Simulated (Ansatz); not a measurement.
The system is Pt.

```
Pt
1.0
    -1.58422    1.58422    1.58422
     1.58422   -1.58422    1.58422
     1.58422    1.58422   -1.58422
Pt
1
Direct
  0.00000 0.00000 0.00000
```

This isn't the form of Pt at room conditions, which is fcc.

Base run:

```yaml
Program: Ansatz 0.2.0
Functional: PBEsol
Potentials_or_basis: all-electron PAW datasets made for the crystal
Cutoff: 280 eV (chosen from the basis error)
k_mesh: 12 × 12 × 12
Occupations: fermi-dirac, width 0.05 eV
Spin: no spin polarisation
```

Its results: pressure -11.2 GPa.

**Question.** After a change of settings the same cell gave: pressure 19.0 GPa. Which change was it?
A. potentials or basis from all-electron PAW datasets made for the crystal to all-electron LAPW, inner shells corrected to Dirac's equation; cutoff from 280 eV (chosen from the basis error) to 277 eV (chosen from the basis error)
B. potentials or basis from all-electron PAW datasets made for the crystal to all-electron LAPW, non-relativistic; cutoff from 280 eV (chosen from the basis error) to 277 eV (chosen from the basis error)
C. potentials or basis from all-electron PAW datasets made for the crystal to all-electron LAPW, scalar-relativistic; cutoff from 280 eV (chosen from the basis error) to 277 eV (chosen from the basis error)

**Answer.** B.

Caveats: relativity is left out, which matters for the heavier elements (some runs).

The runs don't all hold the same shells in valence.
